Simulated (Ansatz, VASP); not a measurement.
## Two plane-wave programs on KBr

```
K Br
1.0
     0.00000    3.19373    3.19373
     3.19373    0.00000    3.19373
     3.19373    3.19373    0.00000
K Br
1 1
Direct
  0.00000 0.00000 0.00000
  0.50000 0.50000 0.50000
```

Change from the starting cell: strain -0.030 along x and y, -0.030 along z, atoms carried along.

Alike in both runs: task single point; functional LDA; k mesh 6 × 6 × 6; occupations gaussian, width 0.05 eV; no spin polarisation.

|  | VASP | Ansatz |
| --- | --- | --- |
| version | VASP 6.6.1 | Ansatz 0.2.0 |
| potentials or method | VASP PAW LDA potentials, release 64 (K_sv, Br) | scalar-relativistic, plane waves, PAW |
| plane-wave cutoff (eV) | 520 | 420 |
| valence electrons in the cell | 16 | 16 |

|  | VASP | Ansatz | Ansatz less VASP |
| --- | --- | --- | --- |
| gap on the k mesh at the Fermi level (eV) | 4.31 | 4.30 | -0.009 |
| least direct gap on the mesh (eV) | 4.31 | 4.30 | -0.009 |
| pressure (GPa) | -0.1 | -0.1 | -0.09 |
